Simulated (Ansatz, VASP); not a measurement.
**One calculation of Nb3C, two programs**

```xyz
4
Lattice="3.7776 0.0000 0.0000 0.0000 3.7776 0.0000 0.0000 0.0000 3.7776" Properties=species:S:1:pos:R:3 pbc="T T T"
Nb    0.0000    1.8888    1.8888
Nb    1.8888    0.0000    1.8888
Nb    1.8888    1.8888    0.0000
C     0.0000    0.0000    0.0000
```

Alike in both runs: task relaxation of cell and atoms; functional PBE; k mesh 4 × 4 × 4; occupations gaussian, width 0.1 eV; no spin polarisation.

```csv
,VASP,Ansatz
version,VASP 6.6.1,Ansatz 0.2.0
potentials or method,"VASP PAW PBE potentials, release 64 (Nb_sv, C)","scalar-relativistic, plane waves, PAW"
plane-wave cutoff (eV),600,420
valence electrons in the cell,43,43
```

|  | VASP | Ansatz | Ansatz less VASP |
| --- | --- | --- | --- |
| gap on the k mesh at the Fermi level, each at its own relaxed structure (eV) | none | none | - |
| relaxed volume (Å³/atom) | 14.65 | 14.64 | -0.002 |
| relaxed cell length with the largest relative difference (Å) | 3.884 | 3.884 | -0.0002 |
| energy change over the relaxation (meV/atom) | -62 | -64 | -1.8 |

A gap of «none» marks a metal or a gap that the smearing closes.

Caveats: the k mesh is coarse (spacing up to 0.42 Å⁻¹), so the values aren't converged.
